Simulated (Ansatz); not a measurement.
Energy ranking of LiSe4 structures

All numbers below come from DFT PBE, scalar-relativistic, plane waves, PAW in Ansatz. All cells share a 420 eV cutoff and Γ-centred k meshes spaced at most about 0.3 Å⁻¹ (about 0.25 or finer for metals, 2π included). No spin polarisation.

Formation energies are uncorrected and refer to the elements' standard structures at the same level.

All energies are static (0 K, no zero-point motion). Larger cells and other orderings weren't all tried, so the list isn't exhaustive. Weakly bound directions are ill-defined at this level, which has no dispersion term (P4/mmm, Pmmm, Cmmm), and this can change margins and order among such cells. In P4/mmm, Pmmm, Cmmm an odd number of electrons in the primitive cell allows no gap without spin; a larger cell or a magnetic state could open one. The reference form of Se is held partly by dispersion forces, which this level lacks.

Invented guesses were relaxed alike, and ends that match in structure were merged. ΔE counts from the first row. Coordination counts Se atoms around Li (those within 1.25 times the shortest such distance or 1.15 times the sum of covalent radii). The ends were matched against large subsets of the Crystallography Open Database and the Materials Project, so a missing match doesn't prove that a structure is unreported.

| # | reached from | type and space group | atoms | Å³/atom | coordination | ΔE (meV/atom) | gap on mesh (eV) | in databases |
| --- | --- | --- | --- | --- | --- | --- | --- | --- |
| 1 | 5-, 6-connected net of one element, guests in its cages, changed on relaxing | P4/mmm (No. 123) | 5 | 25.9 | Li 8 | 0 | 0.00 | no match |
| 2 | Li between graphite sheets, stage 1 | Pmmm (No. 47) | 5 | 25.8 | Li 4 | 53 | 0.00 | no match |
| 3 | ordered vacancies on the cation sites of rutile | Cmmm (No. 65) | 5 | 32.8 | Li 4 | 267 | 0.00 | no match |

The lowest: Space group P4/mmm (No. 123), tetragonal, a = 3.831 Å, c = 8.834 Å. Li is surrounded by 8 Se at 2.84 Å; Se is surrounded by 4 Se at 2.71 Å and 2 Li at 2.84 Å. Its energy over the elements is −0.25 eV/atom. A negative formation energy is needed for stability but isn't enough: competing phases decide. An observed structure of this formula, if there is one, may be missing.

```xyz
5
Lattice="3.8314 0.0000 0.0000 0.0000 3.8314 0.0000 0.0000 0.0000 8.8341" Properties=species:S:1:pos:R:3 pbc="T T T"
Li    1.9157    1.9157    4.4170
Se    1.9157    0.0000    2.3242
Se    1.9157    0.0000    6.5099
Se    0.0000    1.9157    2.3242
Se    0.0000    1.9157    6.5099
```

The second: Space group Pmmm (No. 47), orthorhombic, a = 2.712 Å, b = 5.445 Å, c = 8.735 Å. Li is surrounded by 4 Se at 2.59 Å and 2 Li at 2.71 Å; Se on its first site has 4 Se at 2.71–2.73 Å; Se on its second site has 2 Li at 2.59 Å and 4 Se at 2.71–2.73 Å. Counting Se atoms around Li, the first has Li 8 and the second has Li 4. Cells relaxed within their symmetry can be saddle points. Some candidate types were left out of the draw beforehand, so a known form may be missing.
